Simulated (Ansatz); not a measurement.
This script for Ansatz 0.2.0, Python API starts 3 runs on CaSe, space group Fm-3m. What input does the engine get in each?

`case_drho.py`:
```python
# -*- coding: utf-8 -*-
'''Density difference of CaSe against its sublattices.'''

import ansatz as az
import numpy as np

config = {
    'smearing': 'fermi_dirac',
    'sigma': 0.15,
    'functional': 'pbesol',
    'scf_tol': 1e-09,
    'ecut': 460,
    'kmesh': (6, 6, 6),
}

VECTORS = np.array([
    [0.0, 2.956, 2.956],
    [2.956, 0.0, 2.956],
    [2.956, 2.956, 0.0],
])
SITES = [
    ('Ca', (0.0, 0.0, 0.0)),
    ('Se', (0.5, 0.5, 0.5)),
]


def make_crystal(cell):
    crystal = az.Crystal(lattice=az.Lattice.of(cell))
    for symbol, position in SITES:
        crystal = crystal.atom(symbol, position)
    return crystal


def main():
    # one cutoff and one grid for all runs, so that the fields can be subtracted
    def solve(crystal):
        return (
            crystal.calculation()
            .occupations(config['smearing'], width=config['sigma'])
            .functional(config['functional'])
            .scf(tolerance=config['scf_tol'])
            .basis(config['ecut'], grid_basis='typed')
            .kpoints(*config['kmesh'])
            .density()
            .run(threads=1)
        )


    whole = solve(make_crystal(VECTORS))
    difference = whole.density().channels[0].density_e_per_ang3.copy()
    binding = whole.report['free_energy_ev']
    for element in ['Ca', 'Se']:
        part = az.Crystal(lattice=az.Lattice.of(VECTORS))
        for symbol, position in SITES:
            if symbol == element:
                part = part.atom(symbol, position)
        alone = solve(part)
        difference -= alone.density().channels[0].density_e_per_ang3
        binding -= alone.report['free_energy_ev']
        print(f'{element} sublattice: {alone.report["n_electrons"]:g} electrons, {alone.report["n_iterations"]} iterations')

    voxel = abs(np.linalg.det(VECTORS)) / difference.size
    print(f'energy of the crystal less its unpolarised sublattices: {binding / len(SITES):.4f} eV/atom')
    print(f'net charge of the difference {difference.sum() * voxel:.5f} e, charge rearranged {0.5 * np.abs(difference).sum() * voxel:.3f} e')
    print(f'extremes {difference.min():.4f} and {difference.max():.4f} e/A^3')
    for (symbol, position) in SITES:
        index = tuple(int(round(p * n)) % n for p, n in zip(position, difference.shape))
        print(f'  change of the pseudo-density at the grid point nearest {symbol}: {difference[index]:+.4f} e/A^3')
    profile = difference.mean(axis=(0, 1))
    print('planar mean along the third vector:', np.round(profile[:: max(len(profile) // 12, 1)], 4))


if __name__ == '__main__':
    main()
```

Run 1:
```yaml
crystal:
  lattice:
    - [0.0, 2.956, 2.956]
    - [2.956, 0.0, 2.956]
    - [2.956, 2.956, 0.0]
  atoms:
    - { symbol: Ca, position: [0.0, 0.0, 0.0] }
    - { symbol: Se, position: [0.5, 0.5, 0.5] }
basis:
  ecutwfc: 460.0
  fft_grid_basis: typed
kpoints:
  mp_grid:
    grid: [6, 6, 6]
hamiltonian:
  xc: pbesol
scf:
  convergence:
    dr2_threshold: 1.0e-09
  occupations:
    method: fermi_dirac
    width: 0.15
output:
  write_density: true
```

Run 2, against run 1:
```diff
-    - { symbol: Se, position: [0.5, 0.5, 0.5] }
```

Run 3, against run 1:
```diff
-    - { symbol: Ca, position: [0.0, 0.0, 0.0] }
```

```console
$ python case_drho.py
Ca sublattice: 10 electrons, 6 iterations
Se sublattice: 16 electrons, 7 iterations
energy of the crystal less its unpolarised sublattices: -3.3103 eV/atom
net charge of the difference 0.00000 e, charge rearranged 0.456 e
extremes -0.1060 and 0.0564 e/A^3
  change of the pseudo-density at the grid point nearest Ca: -0.0253 e/A^3
  change of the pseudo-density at the grid point nearest Se: -0.1060 e/A^3
planar mean along the third vector: [-0.0122 -0.0092 -0.0031  0.0026  0.0061  0.0062  0.0033  0.0002  0.0002
  0.0033  0.0062  0.0061  0.0026 -0.0031 -0.0092]
```

What to keep in mind:
- Of the deposited cell: the entry's cell lengths or inner coordinates differ somewhat from later room-temperature determinations.
- Densities and potentials on the grid are those of the valence electrons, and inside the cores they hang on the potentials used.
- The structure is a deposited one; some such entries were measured under pressure or heat, so a shift against it needn't be the functional's error alone.
- Charge moved counts every rearrangement, bonding and polarisation too, and is no transfer between atoms; the bare sublattices are artificial references. Values near the nuclei depend on the potentials.
- It ran for 2.2 s on 1 thread of Arm Neoverse V2 (shared host), peak memory 0.35 GiB.
